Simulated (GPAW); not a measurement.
Crystal: Pt.

```
Pt
1.0
     0.00000    1.96090    1.96090
     1.96090    0.00000    1.96090
     1.96090    1.96090    0.00000
Pt
1
Direct
  0.00000 0.00000 0.00000
```

```yaml
Program: GPAW 26.7.0
Task: single point
Functional: PBE
Potentials_or_basis: GPAW PAW data sets (gpaw-data 1.2.1)
Cutoff: 600 eV
Basis: pw
k_mesh: 12 × 12 × 12
Occupations: fermi-dirac, width 0.05 eV
Spin: no spin polarisation
```

On this cell: pressure 9.8 GPa; band gap on the k mesh none (metal or under the smearing width).

The same run follows on a disturbed copy (cell strained at random at fixed volume):

```xyz
1
Lattice="-0.0133 1.9358 1.9445 1.9710 0.0030 1.9282 2.0009 1.9493 -0.0268" Properties=species:S:1:pos:R:3 pbc="T T T"
Pt    0.0534   -0.0121    0.0125
```

**Question.** What changes?

**Answer.** The energy (extrapolated to zero smearing) moves by +2.6 meV/atom; pressure 9.9 GPa; band gap on the k mesh none (metal or under the smearing width).

Stress tensor (GPa, compression positive):
```
 8.87 -0.64  1.48
-0.64 10.38  0.63
 1.48  0.63 10.45
```
